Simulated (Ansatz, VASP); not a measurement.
**ZrS: VASP beside Ansatz**

```
Zr S
1.0
     0.00000    2.58308    2.58308
     2.58308    0.00000    2.58308
     2.58308    2.58308    0.00000
Zr S
1 1
Cartesian
  0.0000 0.0000 0.0000
  2.5831 2.5831 2.5831
```

Alike in both runs: functional PBEsol; k mesh 14 × 14 × 14; occupations gaussian, width 0.1 eV; no spin polarisation.

Ansatz relaxed the structure, and its values are those at the end. VASP's run is a single point on that final structure, the one shown.

```csv
,VASP,Ansatz
version,VASP 6.6.1,Ansatz 0.2.0
potentials or method,"VASP PAW PBE potentials, release 64 (Zr_sv, S)","scalar-relativistic, plane waves, PAW"
plane-wave cutoff (eV),520,420
valence electrons in the cell,18,18
```

Ansatz gave:

| Property | Result |
| --- | --- |
| gap on the k mesh at the Fermi level (eV) | none |
| pressure (GPa) | 0.0 |

Task: Which values does VASP return?

Result: gap on the k mesh at the Fermi level (eV): none; pressure (GPa): 0.2.

A gap of «none» marks a metal or a gap that the smearing closes.

Caveats: the PAW data sets were made with another functional, which shifts forces and pressure a little (VASP).
